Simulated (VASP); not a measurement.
# Be: single point with PBE

Crystal: Be.

```xyz
1
Lattice="-1.2531 1.2531 1.2531 1.2531 -1.2531 1.2531 1.2531 1.2531 -1.2531" Properties=species:S:1:pos:R:3 pbc="T T T"
Be    0.0000    0.0000    0.0000
```

This isn't the form of Be at room conditions, which is hcp.

* Program: VASP 6.6.1
* Task: single point
* Functional: PBE
* Potentials or basis: VASP PAW PBE potentials, release 64 (Be)
* Cutoff: 500 eV
* k mesh: 15 × 15 × 15
* Occupations: gaussian, width 0.05 eV
* Spin: no spin polarisation

```
Pressure               : -0.7 GPa
Band gap on the k mesh : none (metal or under the smearing width)
```

Levels at points of the mesh, in eV from the Fermi level:
```tsv
k point	band 1	band 2	band 3	band 4
(0.00, 0.00, 0.00)	-12.14	19.44	19.44	19.44
```

Run time: 3.3 s on 1 thread of AMD EPYC 9R45 (Zen 5), on a shared host, peak memory 0.07 GiB.
